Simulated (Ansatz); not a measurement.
ZrSe₂ (CdI2 type): gap against strain (uniaxial along z, other directions held)

ZrSe₂ built on the CdI2 prototype, relaxed with r2SCAN+rVV10 in Ansatz 0.2.0, then strained (uniaxial along z, other directions held; changes of length per length, axes as in the cell below) with the atoms relaxed again within the symmetry that is left. It is trigonal, P-3m1 (No. 164); a = 3.788 Å, c = 6.180 Å in the conventional setting, 25.60 Å³ an atom. Zr has 6 Se at 2.69 Å; Se has 3 Zr at 2.69 Å. Calculated for a static, non-magnetic cell.

```xyz
3
Lattice="3.7881 0.0000 0.0000 -1.8941 3.2806 0.0000 0.0000 0.0000 6.1801" Properties=species:S:1:pos:R:3 pbc="T T T"
Zr    0.0000    0.0000    0.0000
Se    0.0000    2.1871    1.5686
Se    1.8941    1.0935    4.6115
```

Gaps are the least over each mesh (PBE 12×12×4, r2SCAN 12×12×4, HSE06 6×6×4 when unstrained) and the special points, which keep their unstrained names.

```csv
strain (%),"gap, PBE (eV)","gap, r2SCAN (eV)","gap, HSE06 (eV)","edges, HSE06"
-4.0,0.053,0.345,0.665,Γ → L
-1.5,0.211,0.511,0.846,Γ → L
0.0,0.306,0.608,0.953,"(-0.047, 0.021, 0) → L"
+1.5,0.355,0.672,1.007,Γ → L
+3.09,0.360,0.676,–,–
```

Between zero and the nearest strains the slope of the HSE06 gap against strain is +0.071 eV per percent for negative and +0.036 for positive strain.

The runs are scalar-relativistic, without spin-orbit coupling.

Where an edge lies off the special points, it is a point of the mesh or the k point where a search put PBE's edge or least direct gap, reused for the other functionals, whose own edges may lie a little apart.

Gaps or overlaps of about a tenth of an eV are at the limit of these meshes: between the points read a gap can be smaller or closed.

Coordinates of k points refer to the reciprocal vectors of the primitive cell of the runs.

The meshes of the hybrids are coarse, so their gaps aren't converged to the digits shown.
